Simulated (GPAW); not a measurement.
# N (P4_2/mnm) in GPAW: convergence with bands over the usual count

Aim: find how far bands over the usual count must go before the results for N settle, at r2SCAN. This setting moves, with any that are tied to it; all else stays.

Program: GPAW 26.7.0. These are calculated values, not measurements. Logs are shortened: lines on timing, memory, paths and dates and some standing lists are left out, and cuts for length are marked. The log counts tension as positive stress, the text compression.

**1. Starting point**

Symmetry: P4_2/mnm, No. 136, tetragonal system. The conventional cell has a = 4.084 Å, b = 4.084 Å, c = 5.346 Å, α = 90.00°, β = 90.00°, γ = 90.00°. N (site symmetry m2m) has 1 N at 1.11 Å as nearest neighbours.

**2. With bands over the usual count 0.72**

File run.py:

```python
from ase.dft.bandgap import bandgap
from ase.io import read, write
from ase.units import GPa
from gpaw import GPAW, PW

atoms = read('POSCAR')

calc = GPAW(mode=PW(800),
            xc='MGGA_X_R2SCAN+MGGA_C_R2SCAN',
            kpts={'size': (5, 5, 4), 'gamma': True},
            occupations={'name': 'fermi-dirac', 'width': 0.05},
            nbands=15,
            convergence={'density': 1e-05, 'energy': 1e-05},
            maxiter=100,
            txt='gpaw.txt')
atoms.calc = calc
energy = atoms.get_potential_energy()
forces = atoms.get_forces()
stress = atoms.get_stress()
calc.write('gs.gpw')
write('result.traj', atoms)
print(f'Energy: {energy:.6f} eV')
print('Forces (eV/A):')
print(forces.round(4))
print('Stress (GPa):', (stress / GPa).round(3))
print('Fermi level:', round(calc.get_fermi_level(), 4), 'eV')
print(f'Gap: {bandgap(calc)[0]:.4f} eV, direct: {bandgap(calc, direct=True)[0]:.4f} eV')
```

File POSCAR:

```
N
1.0
    4.0840619700      0.0000000000      0.0000000000
    0.0000000000      4.0840619700      0.0000000000
    0.0000000000      0.0000000000      5.3459132500
N
4
Direct
    0.4042752000      0.5957248000      0.5000000000
    0.0957248000      0.0957248000      0.0000000000
    0.5957248000      0.4042752000      0.5000000000
    0.9042752000      0.9042752000      0.0000000000
```

Potentials or basis: GPAW PAW data sets (gpaw-data 1.2.1), pw.

Command:

```bash
> OMP_NUM_THREADS=1 python run.py
```

Run time: 67 s. Hardware: 1 thread of Arm Neoverse V2, shared host; peak memory 0.23 GiB.

What came out:

| Quantity | Value |
| --- | --- |
| Free energy | -36.9664 eV |
| Pressure | -2.9 GPa |
| Largest force | 1.906 eV/Å |
| Band gap on the k mesh | 7.63 eV, indirect (least direct gap 7.80 eV) |

**3. With bands over the usual count 0.8**

Changes to run.py since step 2:

```diff
@@ -11,3 +11,3 @@
             occupations={'name': 'fermi-dirac', 'width': 0.05},
-            nbands=15,
+            nbands=17,
             convergence={'density': 1e-05, 'energy': 1e-05},
```

POSCAR is that of step 2.

Potentials or basis: GPAW PAW data sets (gpaw-data 1.2.1), pw.

Command:

```bash
> OMP_NUM_THREADS=1 python run.py
```

Wall time 76 s (1 thread of Arm Neoverse V2, shared host); peak memory 0.24 GiB.

Results (log left out):

```
Free energy            : -36.9664 eV
Pressure               : -2.9 GPa
Largest force          : 1.906 eV/Å
Band gap on the k mesh : 7.63 eV, indirect (least direct gap 7.80 eV)
```

**4. With bands over the usual count 0.9**

Changes to run.py since step 3:

```diff
@@ -11,3 +11,3 @@
             occupations={'name': 'fermi-dirac', 'width': 0.05},
-            nbands=17,
+            nbands=19,
             convergence={'density': 1e-05, 'energy': 1e-05},
```

POSCAR is that of step 3.

Command:

```bash
> OMP_NUM_THREADS=1 python run.py
```

It took 85 s on 1 thread of Arm Neoverse V2, shared host; peak memory 0.24 GiB.

Results (log left out):

```yaml
Free_energy: -36.9664 eV
Pressure: -2.9 GPa
Largest_force: 1.906 eV/Å
Band_gap_on_the_k_mesh: 7.63 eV, indirect (least direct gap 7.80 eV)
```

**5. With bands over the usual count 1**

Changes to run.py since step 4:

```diff
@@ -11,3 +11,3 @@
             occupations={'name': 'fermi-dirac', 'width': 0.05},
-            nbands=19,
+            nbands=21,
             convergence={'density': 1e-05, 'energy': 1e-05},
```

POSCAR is that of step 4.

Command:

```bash
> OMP_NUM_THREADS=1 python run.py
```

Wall time 94 s (1 thread of Arm Neoverse V2, shared host); peak memory 0.25 GiB.

Results (log left out):

```yaml
Free_energy: -36.9664 eV
Pressure: -2.9 GPa
Largest_force: 1.906 eV/Å
Band_gap_on_the_k_mesh: 7.63 eV, indirect (least direct gap 7.80 eV)
```

**6. With bands over the usual count 1.3**

Changes to run.py since step 5:

```diff
@@ -11,3 +11,3 @@
             occupations={'name': 'fermi-dirac', 'width': 0.05},
-            nbands=21,
+            nbands=27,
             convergence={'density': 1e-05, 'energy': 1e-05},
```

POSCAR is that of step 5.

Potentials or basis: GPAW PAW data sets (gpaw-data 1.2.1), pw.

Command:

```bash
> OMP_NUM_THREADS=1 python run.py
```

Run time: 1.9 min. Hardware: 1 thread of Arm Neoverse V2, shared host; peak memory 0.26 GiB.

Results (log left out):

| Property | Result |
| --- | --- |
| Free energy | -36.9664 eV |
| Pressure | -2.9 GPa |
| Largest force | 1.906 eV/Å |
| Band gap on the k mesh | 7.63 eV, indirect (least direct gap 7.80 eV) |

**7. With bands over the usual count 1.7**

Changes to run.py since step 6:

```diff
@@ -11,3 +11,3 @@
             occupations={'name': 'fermi-dirac', 'width': 0.05},
-            nbands=27,
+            nbands=35,
             convergence={'density': 1e-05, 'energy': 1e-05},
```

POSCAR is that of step 6.

Command:

```bash
> OMP_NUM_THREADS=1 python run.py
```

It took 2.5 min on 1 thread of Arm Neoverse V2, shared host; peak memory 0.28 GiB.

The run converged. Its results:

```yaml
Free_energy: -36.9664 eV
Pressure: -2.9 GPa
Largest_force: 1.906 eV/Å
Band_gap_on_the_k_mesh: 7.63 eV, indirect (least direct gap 7.80 eV)
```

**8. With bands over the usual count 2.5**

Changes to run.py since step 7:

```diff
@@ -11,3 +11,3 @@
             occupations={'name': 'fermi-dirac', 'width': 0.05},
-            nbands=35,
+            nbands=52,
             convergence={'density': 1e-05, 'energy': 1e-05},
```

POSCAR is that of step 7.

Potentials or basis: GPAW PAW data sets (gpaw-data 1.2.1), pw.

Command:

```bash
> OMP_NUM_THREADS=1 python run.py
```

gpaw.txt:

```text
__  _  _
 | _ |_)|_||  |
 |__||  | ||/\| - 26.7.0

Input parameters:
  mode=PW(ecut=800.0),
  convergence={'density': 1e-05, 'energy': 1e-05},
  kpts=MonkhorstPack(size=(5, 5, 4), gamma=True),
  maxiter=100,
  nbands=52,
  occupations=Occupations(name='fermi-dirac', width=0.05),
  xc=XC(name='MGGA_X_R2SCAN+MGGA_C_R2SCAN')

Diagonalizing LCAO Hamiltonian
Converting LCAO to pw mode
    .---------.
   /|         |
  / |         |
 *  |         |
 |  |         |
 |  |  NN     |
 |  |         |
 |  .--------N.
 | /         /
 |/         /
 *N--------*

Atoms  # Å, Bohr magnetons
|   | symbol |        x |        y |        z |    initial magnetic moments |
|---|--------|----------|----------|----------|-----------------------------|
| 0 |      N | 1.651085 | 2.432977 | 2.672957 | ( 0.0000,  0.0000,  0.0000) |
| 1 |      N | 0.390946 | 0.390946 | 0.000000 | ( 0.0000,  0.0000,  0.0000) |
| 2 |      N | 2.432977 | 1.651085 | 2.672957 | ( 0.0000,  0.0000,  0.0000) |
| 3 |      N | 3.693116 | 3.693116 | 0.000000 | ( 0.0000,  0.0000,  0.0000) |

Unit cell  # Å
| periodic |        x |        y |        z |  lengths |    angles |
|----------|----------|----------|----------|----------|-----------|
|      yes | 4.084062 | 0.000000 | 0.000000 | 4.084062 | 90.000000 |
|      yes | 0.000000 | 4.084062 | 0.000000 | 4.084062 | 90.000000 |
|      yes | 0.000000 | 0.000000 | 5.345913 | 5.345913 | 90.000000 |

Number of symmetries: 8
Symmetry operations  # r_c * U_cc + t_c -> r_c
|   | kind |            matrix            |
|---|------|------------------------------|
| 0 |  E   |  1, 0, 0,  0, 1, 0,  0, 0, 1 |
| 1 |  σ   |  1, 0, 0,  0, 1, 0,  0, 0,-1 |
| 2 |  σ   |  0, 1, 0,  1, 0, 0,  0, 0, 1 |
| 3 |  C2  |  0, 1, 0,  1, 0, 0,  0, 0,-1 |
| 4 |  σ   |  0,-1, 0, -1, 0, 0,  0, 0, 1 |
| 5 |  C2  |  0,-1, 0, -1, 0, 0,  0, 0,-1 |
| 6 |  C2  | -1, 0, 0,  0,-1, 0,  0, 0, 1 |
| 7 |  i   | -1, 0, 0,  0,-1, 0,  0, 0,-1 |

BZ-sampling:
  Number of BZ points: 100
  Number of IBZ points: 27

  Monkhorst-Pack size: [5, 5, 4]
  Monkhorst-Pack shift: [0.0, 0.0, 0.125]

K-points  # in reciprocal-cell coordinates
|     |                                coordinates |     weight |
|-----|--------------------------------------------|------------|
|   0 | (  0.00000000,   0.00000000,   0.00000000) | 0.01000000 |
|   1 | (  0.00000000,   0.00000000,   0.25000000) | 0.02000000 |
|   2 | (  0.00000000,   0.00000000,   0.50000000) | 0.01000000 |
|   3 | (  0.20000000,  -0.20000000,   0.00000000) | 0.02000000 |
|   4 | (  0.20000000,  -0.20000000,   0.25000000) | 0.04000000 |
|   5 | (  0.20000000,  -0.20000000,   0.50000000) | 0.02000000 |
|   6 | (  0.20000000,   0.00000000,   0.00000000) | 0.04000000 |
|   7 | (  0.20000000,   0.00000000,   0.25000000) | 0.08000000 |
|   8 | (  0.20000000,   0.00000000,   0.50000000) | 0.04000000 |
|   9 | (  0.20000000,   0.20000000,   0.00000000) | 0.02000000 |
| ... |                                            |            |
|  26 | (  0.40000000,   0.40000000,   0.50000000) | 0.02000000 |

Plane wave coefficients: 4605
Cutoff: 800.0 eV

Spin-components: 1 (collinear spins)
Bands:           52
Projectors:      20
Spin-degeneracy: 2
Datatype:        complex128

Parallelization:
  kpt:    1
  domain: 1
  band:   1

Density:
  Valence electrons: 20.0
  Components: 1
  Grid points: [27 27 35]
  Charge: 0.0  # |e|

Potential:
  Grid points: [27 27 35]

species:
  N:
    name:    Nitrogen
    Z:       7.0
    valence: 5
    core:    2
    charge:  0.0  # [|e|]
    compensation charges:
      type: gauss
      rc: 0.18  # [Å]
      lmax: 2
    cutoffs:
      filter: 1.11  # [Å]
      core: 0.96  # [Å]
    projectors
    | kind |    occ | energy [eV] | rcut [Å] |
    |------|--------|-------------|----------|
    |   2s |  2.000 |     -18.583 |    0.603 |
    |   2p |  3.000 |      -7.089 |    0.529 |
    |    s |        |       8.629 |    0.603 |
    |    p |        |      20.123 |    0.529 |
    |    d |        |       0.000 |    0.577 |

    Using partial waves for N as LCAO basis

Reference energy: -5926.886017  # eV

eigensolver:
  PPCG
  Converge bands: occupied
  niter=2

density mixing:
  MSR1-Mixer
  Pratt-step length: 0.05
  Maximum mixing coefficient: 0.75
  Old densities: 10
  SVD Regularization: 0.005
  Good broyden scale: 1.0
  Trust region scale: 1.0
  Backstep threshold: 4.0
  History deletion threshold: 6.0
  Fourier metric: weight=20.0, sigma=0.015

occupation numbers:
  Fermi-Dirac:
    width: 0.0500  # eV

poisson solver:
  ecut: 6400.0  # eV

xc functional:
  name: MGGA_X_R2SCAN+MGGA_C_R2SCAN with 2 nearest neighbor stencil

convergence criteria:
- Maximum integral of absolute [dens]ity change: 1e-05 electrons / valence electron
- Maximum [total energy] change in last 3 cyles: 1e-05 eV / valence electron
- Maximum integral of absolute [eigenst]ate change: 4e-08 eV^2 / valence electron
maximum number of iterations: 100

SCF iterations
|iter     | |      energy | eigst |  dens |
|---------|-|-------------|-------|-------|
|iter:   1| |  -44.848987 | +1.44 |       |
|iter:   2| |  -38.021725 | -0.63 | -0.94 |
|iter:   3| |-699218.954110 | +4.12 | -0.93 |
|iter:   4| |   18.564504 | +2.67 | +1.66 |
|iter:   5| |  -37.597625 | +1.13 | -0.20 |
|iter:   6| |  -36.945684 | -1.11 | -1.21 |
|iter:   7| |  -36.967126 | -2.57 | -1.55 |
|iter:   8| |  -36.966689 | -3.99 | -2.22 |
|iter:   9| |  -36.966481 | -4.69 | -2.64 |
|iter:  10| |  -36.966453 | -6.30 | -3.10 |
|iter:  11| |  -36.966449c| -6.37 | -3.24 |
|iter:  12| |  -36.966447c| -7.16 | -3.56 |
|iter:  13| |  -36.966446c| -6.77 | -3.77 |
|iter:  14| |  -36.966446c| -7.96c| -5.15c|

Converged in 14 steps
Energy contributions relative to reference atoms: (reference = -5926.886017)

Energy contributions:
  Kinetic:          28.593979
  Coulomb:         -38.114286
  Zero:              0.215737
  External:          0.000000
  Xc:              -27.661876
  Entropy:          -0.000000
  Spinorbit:         0.000000
  ----------------------------
  Free energy:     -36.966446
  Extrapolated:    -36.966446

dipole moment: (0.000001, 0.000001, -26.666692)  # |e|*Ang

Fermi level: -0.013
Eigenvalues  # (at kpt = [0.000, 0.000, 0.000])
| band index |      eig [eV] | occ [0-2] |
|------------|---------------|-----------|
|          0 |       -25.468 |     2.000 |
|        ... |               |           |
|          2 |       -10.067 |     2.000 |
|          3 |       -10.067 |     2.000 |
|          4 |        -8.190 |     2.000 |
|          5 |        -7.605 |     2.000 |
|          6 |        -7.604 |     2.000 |
|          7 |        -7.507 |     2.000 |
[... 8 lines left out ...]
|         16 |         8.963 |     0.000 |
|         17 |        12.813 |     0.000 |
|        ... |               |           |
|         51 |        33.083 |     0.000 |

Gap: 7.633 eV
Transition (v -> c):
  (s=0, k=26, n=9, [0.40, 0.40, 0.50]) -> (s=0, k=0, n=10, [0.00, 0.00, 0.00])
Direct/indirect transitions are different
Direct gap: 7.805 eV
Transition at: (s=0, k=0, n=9, [0.00, 0.00, 0.00])

Forces  # eV/Ang
|        x |        y |       z |
|----------|----------|---------|
|  1.34737 | -1.34737 | 0.00000 |  # N    0
| -1.32520 | -1.32520 | 0.00000 |  # N    1
| -1.34737 |  1.34737 | 0.00000 |  # N    2
|  1.32520 |  1.32520 | 0.00000 |  # N    3

Stress tensor  # eV/Ang^3
|         x |         y |        z |
|-----------|-----------|----------|
|  0.026021 | -0.000105 | 0.000000 |
| -0.000105 |  0.026021 | 0.000000 |
|  0.000000 |  0.000000 | 0.001960 |

# Writing to gs.gpw (mode='')
```

It took 5.7 min on 1 thread of Arm Neoverse V2, shared host; peak memory 0.31 GiB.

What came out:

```yaml
Free_energy: -36.9664 eV
Pressure: -2.9 GPa
Largest_force: 1.905 eV/Å
Band_gap_on_the_k_mesh: 7.63 eV, indirect (least direct gap 7.80 eV)
```

**9. The series at a glance**

```tsv
bands over the usual count	energy less the tightest run, at zero smearing (meV/atom)	SCF cycles	CPU time (s)	peak memory (GiB)
0.72	0.00	10	67	0.23
0.8	0.00	10	76	0.24
0.9	0.00	10	85	0.24
1	0.00	10	94	0.25
1.3	0.00	10	120	0.26
1.7	0.00	10	150	0.28
2.5	0.00	14	340	0.31
```

Against the tightest run, the energy stays within 1 meV/atom from 0.72 on. The tightest run that finished is the yardstick and may itself not be fully converged.

Caveats: the PAW data sets were made with another functional, which shifts forces and pressure a little; an odd mesh through Γ misses points on the zone boundary, where band edges often lie.
